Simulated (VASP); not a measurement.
# AlN: convergence, self-consistent run

AlN, Fm-3m (no. 225), 2 atoms in the cell. LDA; PAW potentials Al, N (LDA set). VASP 6.6.1.

Wanted: levels at the zone centre within 0.05 eV.

What the run is for: levels; Accuracy asked: screening.

Levels at the zone centre: counted from the valence top at that point.

POSCAR:
```
AlN
1.0
    0.0000000000      2.0345180000      2.0345180000
    2.0345180000      0.0000000000      2.0345180000
    2.0345180000      2.0345180000      0.0000000000
Al N
1 1
Direct
    0.5000000000      0.5000000000      0.5000000000
    0.0000000000      0.0000000000      0.0000000000
```

The series start from Plane-wave cutoff (eV): 520; k-point mesh: 9 × 9 × 9; Precision mode (PREC): Accurate; Electronic threshold (eV): 1e-6; Bands in all (NBANDS): 14; Electronic algorithm: ALGO=Normal; Delay and inner steps: defaults; Placing of the Fermi level (EFERMI): EFERMI=MIDGAP. Each series keeps the choices made before it, and each single choice may use up half of a tolerance.

## Plane-wave cutoff (eV)

| Plane-wave cutoff (eV) | Levels at the zone centre, largest deviation (eV) | SCF iterations | Time (s) |
|---|---|---|---|
| 320 | 0.090 | 12 | 5.0 |
| 400 | 0.003 | 12 | 5.7 |
| 460 | 0.005 | 12 | 5.8 |
| 520 | 0.002 | 12 | 6.0 |
| 600 | 0.002 | 12 | 6.2 |
| 700 | 0.001 | 12 | 12 |
| 840 (reference) | 0.000 | 12 | 12 |

Chosen: 400, the loosest value from which every tighter one stays within half of the tolerance.

## k-point mesh

| k-point mesh | Levels at the zone centre, largest deviation (eV) | SCF iterations | Time (s) |
|---|---|---|---|
| 3 × 3 × 3 | 0.073 | 12 | 1.7 |
| 4 × 4 × 4 | 0.022 | 12 | 2.2 |
| 5 × 5 × 5 | 0.007 | 12 | 2.4 |
| 6 × 6 × 6 | 0.002 | 12 | 3.1 |
| 8 × 8 × 8 | 0.000 | 12 | 4.7 |
| 9 × 9 × 9 | 0.000 | 12 | 5.7 |
| 12 × 12 × 12 | 0.000 | 12 | 10 |
| 15 × 15 × 15 | 0.000 | 12 | 16 |
| 18 × 18 × 18 (reference) | 0.000 | 12 | 25 |

Chosen: 4 × 4 × 4.

## Precision mode (PREC)

| Precision mode (PREC) | Levels at the zone centre, largest deviation (eV) | SCF iterations | Time (s) |
|---|---|---|---|
| SingleN | 0.001 | 12 | 1.4 |
| Normal | 0.000 | 12 | 1.4 |
| Single | 0.000 | 12 | 2.0 |
| Accurate (reference) | 0.000 | 12 | 2.2 |

Chosen: SingleN.

## Electronic threshold (eV)

| Electronic threshold (eV) | Levels at the zone centre, largest deviation (eV) | SCF iterations | Time (s) |
|---|---|---|---|
| 0.001 | 0.000 | 9 | 1.1 |
| 0.0001 | 0.000 | 10 | 1.2 |
| 1e-5 | 0.000 | 10 | 1.2 |
| 1e-6 | 0.000 | 12 | 1.4 |
| 1e-7 | 0.000 | 12 | 1.3 |
| 1e-8 (reference) | 0.000 | 13 | 1.3 |

Chosen: 0.001.

## Bands in all (NBANDS)

| Bands in all (NBANDS) | Levels at the zone centre, largest deviation (eV) | SCF iterations | Time (s) |
|---|---|---|---|
| 5 | 0.000 | 9 | 1.1 |
| 6 | 0.000 | 9 | 1.0 |
| 8 | 0.000 | 9 | 1.1 |
| 10 | 0.000 | 9 | 1.1 |
| 14 | 0.000 | 9 | 1.1 |
| 24 (reference) | 0.000 | 9 | 1.4 |

Chosen: 5.

## Electronic algorithm

| Electronic algorithm | Levels at the zone centre, largest deviation (eV) | SCF iterations | Time (s) |
|---|---|---|---|
| ALGO=Normal | 0.000 | 9 | 1.1 |
| ALGO=Fast | 0.003 | 9 | 1.0 |
| ALGO=VeryFast | 0.007 | 16 | 1.1 |
| ALGO=All ISEARCH=1 | 0.000 | 11 | 1.2 |
| ALGO=All ISEARCH=0 | 0.000 | 11 | 1.2 |
| ALGO=Damped TIME=0.4 | 0.010 | 16 | 1.1 |
| ALGO=Damped TIME=0.1 | 0.010 | 23 | 1.3 |
| ALGO=Old Fast | 0.011 | 10 | 1.0 |

Chosen: ALGO=Normal; no other choice that stays within half of the tolerance saves 30 % of the time.

## Delay and inner steps

| Delay and inner steps | Levels at the zone centre, largest deviation (eV) | SCF iterations | Time (s) |
|---|---|---|---|
| defaults | 0.000 | 9 | 1.1 |
| NELMDL=-2 | 0.006 | 7 | 1.1 |
| NELMDL=-8 | 0.000 | 12 | 1.2 |
| NELMDL=-12 | 0.000 | 16 | 1.1 |
| NRMM=2 | 0.000 | 9 | 1.0 |
| NRMM=6 | 0.000 | 9 | 1.1 |
| WEIMIN=0.001 | 0.000 | 9 | 1.0 |

Chosen: defaults.

## Placing of the Fermi level (EFERMI)

| Placing of the Fermi level (EFERMI) | Levels at the zone centre, largest deviation (eV) | SCF iterations | Time (s) |
|---|---|---|---|
| EFERMI=MIDGAP | 0.000 | 9 | 1.1 |
| EFERMI=LEGACY | 0.000 | 9 | 1.1 |

Chosen: EFERMI=MIDGAP.

## All choices together

| Input | Levels at the zone centre, largest deviation (eV) | Time (s) |
|---|---|---|
| the program's defaults (naive) | 0.005 | 1.1 |
| chosen settings | 0.023 | 1.1 |
| reference settings throughout | 0.000 | 120 |

The tolerance is met.

Values of the reference run: Levels at the zone centre: 0, 0, 5.501 eV from the valence top at Gamma.

## The input

INCAR:
```
SYSTEM = AlN
  ALGO = Normal
  EDIFF = 0.001
  EFERMI = MIDGAP
  ENCUT = 400
  GGA = CA
  GGA_COMPAT = .FALSE.
  ISIF = 2
  ISMEAR = 0
  LASPH = .TRUE.
  LCHARG = .FALSE.
  LREAL = .FALSE.
  LWAVE = .FALSE.
  NBANDS = 5
  NELM = 120
  PREC = SingleN
  SIGMA = 0.03
```

KPOINTS:
```
Automatic mesh
0
Gamma
  4 4 4
  0 0 0
```

Commands:
```
cat potpaw_LDA.64/Al/POTCAR potpaw_LDA.64/N/POTCAR > POTCAR
mpirun -np 1 vasp_std > vasp.out
```

The naive input happens to agree within the tolerance here, in 1.1 s.

The chosen input took VASP 6.6.1 1.1 s on 1 core (Intel Xeon Platinum 8488C (Sapphire Rapids)), a shared host.

## An input that fails: damping step far too long

The electronic loop stops at its limit of 60 steps.

Changes against the starting input:
```
- ALGO = Normal
- NELM = 120
+ ALGO = Damped
+ NELM = 60
+ TIME = 2.0
```
